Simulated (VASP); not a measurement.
# K: relaxation of cell and atoms with PBE+D3(BJ)

The system is K.

```
K
1.0
    -2.61250    2.61250    2.61250
     2.61250   -2.61250    2.61250
     2.61250    2.61250   -2.61250
K
1
Direct
  0.00000 0.00000 0.00000
```

```
Program                : VASP 6.6.1
Task                   : relaxation of cell and atoms
Functional             : PBE
Dispersion             : D3(BJ)
Potentials or basis    : VASP PAW PBE potentials, release 64 (K_sv)
Cutoff                 : 600 eV
k mesh                 : 10 × 10 × 10
Occupations            : methfessel-paxton, width 0.1 eV
Spin                   : no spin polarisation
Further INCAR settings : ALGO = Normal; EDIFF = 1e-06; IBRION = 2; EDIFFG = -0.01; NSW = 90; ISIF = 3
```

```yaml
Relaxed_volume: 68.96 Å³/atom
Relaxed_cell: a = 4.474 Å, b = 4.474 Å, c = 4.474 Å, α = 109.47°, β = 109.47°, γ = 109.47°
Space_group_after_relaxing_to_0.05_Å: Im-3m (No. 229)
Energy_gained_by_relaxing: 1.1 meV/atom
Ionic_steps: 5
Pressure_after_relaxing: 0.0 GPa
Band_gap_on_the_k_mesh: none (metal or under the smearing width)
Dispersion_energy_per_atom: -0.121 eV
```

The path:
| step | energy change (eV) | largest force (eV/Å) | pressure (GPa) | volume (Å³) |
| --- | --- | --- | --- | --- |
| 1 | 0.0000 | 0.0000 | -0.13 | 71.32 |
| 2 | -0.0005 | 0.0000 | -0.10 | 70.71 |
| 3 | -0.0009 | 0.0000 | -0.05 | 69.80 |
| 4 | -0.0009 | 0.0000 | 0.06 | 68.00 |
| 5 | -0.0011 | 0.0000 | -0.01 | 68.96 |

Final structure:
```xyz
1
Lattice="-2.5834 2.5834 2.5834 2.5834 -2.5834 2.5834 2.5834 2.5834 -2.5834" Properties=species:S:1:pos:R:3 pbc="T T T"
K     0.0000    0.0000    0.0000
```

Levels at points of the mesh, in eV from the Fermi level:
```csv
k point,band 3,band 4,band 5,band 6,band 7,band 8
"(0.00, 0.00, 0.00)",-15.54,-15.54,-2.25,4.36,4.36,4.36
"(0.50, 0.00, 0.00)",-15.57,-15.54,0.45,0.73,3.19,5.01
"(0.50, 0.50, 0.50)",-15.60,-15.60,1.64,1.64,3.66,3.66
```

Wall time 46 s on 1 thread of Intel(R) Xeon(R) Platinum 8488C (Sapphire Rapids), with other jobs on the host, peak memory 0.23 GiB.

Caveat: pairwise dispersion overbinds metals, which lowers pressure and volume.
